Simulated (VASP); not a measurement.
A run of VASP 6.6.1 is set up as follows.

Contents of INCAR:

```
SYSTEM = Zn
PREC = Accurate
ENCUT = 520
EDIFF = 1E-6
ISMEAR = 0
SIGMA = 0.05
LREAL = .FALSE.
LASPH = .TRUE.
NELM = 150
ALGO = Fast
ISIF = 2
LWAVE = .FALSE.
LCHARG = .FALSE.
MAGMOM = 0 0 0
LORBIT = 11
LSORBIT = .TRUE.
GGA_COMPAT = .FALSE.
LORBMOM = .TRUE.
GGA = PE
NBANDS = 23
```

The input KPOINTS:

```
regular mesh
0
G
  18 18 18
  0 0 0
```

POSCAR

```
Zn
1.0
    0.0000000000      1.9639105308      1.9639105308
    1.9639105308      0.0000000000      1.9639105308
    1.9639105308      1.9639105308      0.0000000000
Zn
1
Direct
    0.0000000000      0.0000000000      0.0000000000
```

Potentials or basis: VASP PAW PBE potentials, release 64 (Zn).

The run is started by

```sh
$ cat potpaw_PBE.64/Zn/POTCAR > POTCAR
$ mpirun -np 1 vasp_ncl > vasp.out
```

Task: Predict the net moment.

Result: 0.00 μB per cell.

Task: Estimate the pressure.

Result: 0.4 GPa.

Moments on the atoms (μB; x, y, z):
```
Zn  0.00 0.00 0.00
```
